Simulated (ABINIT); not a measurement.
Co:

```
CELL_PARAMETERS angstrom
2.48736 0.00000 0.00000
-1.24368 2.15412 0.00000
0.00000 0.00000 4.06329
ATOMIC_POSITIONS crystal
Co 0.33333 0.66667 0.74014
Co 0.66667 0.33333 0.25986
```

Base run:

```yaml
Program: ABINIT 10.8.3 (patched build)
Functional: PBE
Potentials_or_basis: JTH PAW PBE v2.0
Cutoff: 707 eV
k_mesh: 10 × 10 × 6
Occupations: fermi-dirac, width 0.05 eV
Spin: no spin polarisation
```

Its results: band gap on the k mesh none (metal or under the smearing width); pressure -10.6 GPa; largest force 0.597 eV/Å.

Q: The run is repeated on the same cell with these changes: spin from no spin polarisation to collinear spin, random start. What comes out?

A: Band gap on the k mesh none (metal or under the smearing width); pressure 1.4 GPa; net moment -3.33 μB per cell; site moments Co -1.74 μB; largest force 0.490 eV/Å.
